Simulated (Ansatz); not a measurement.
SiNi3 under changes of volume

One of the cells (11.109 Å³/atom); the others are scaled copies at fixed shape and fractional positions:

```
Ni Si
1.0
     3.54200    0.00000    0.00000
     0.00000    3.54200    0.00000
     0.00000    0.00000    3.54200
Ni Si
3 1
Direct
  0.50000 0.50000 0.00000
  0.50000 0.00000 0.50000
  0.00000 0.50000 0.50000
  0.00000 0.00000 0.00000
```

```yaml
Program: Ansatz 0.2.0
Functional: LDA
Potentials_or_basis: all-electron LAPW, scalar-relativistic
Cutoff: 283 eV (chosen from the basis error)
Basis_error_allowed: 0.002 eV/atom
k_mesh: 8 × 8 × 8
Occupations: fermi-dirac, width 0.05 eV
Spin: collinear spin, ferromagnetic start
Starting_moments: "[1.0, 1.0, 1.0, 0.0] μB"
```

| volume (Å³/atom) | energy over the lowest point (meV/atom) | pressure (GPa) |
| --- | --- | --- |
| 10.443 | 0.00 | -8.7 |
| 10.665 | ? | ? |
| 10.887 | 36.01 | -16.9 |
| 11.109 | 61.82 | -20.2 |
| 11.331 | 92.02 | -23.2 |
| 11.554 | 126.03 | -25.8 |
| 11.776 | 163.40 | -28.0 |

Task: What does the run at 10.665 Å³/atom give?

Result: Energy over the lowest point 15.17 meV/atom; pressure -13.0 GPa.

Worked out: A Birch-Murnaghan fit of order 3 (a polynomial in V^(-2/3)) to the other rows has no minimum within the range. It gives 15.18 meV/atom at 10.665 Å³/atom, against the run's 15.17, and -dE/dV = -13.1 GPa, against -13.0.

Energies are extrapolated to zero smearing.

Caveats: the starting moments weren't kept.
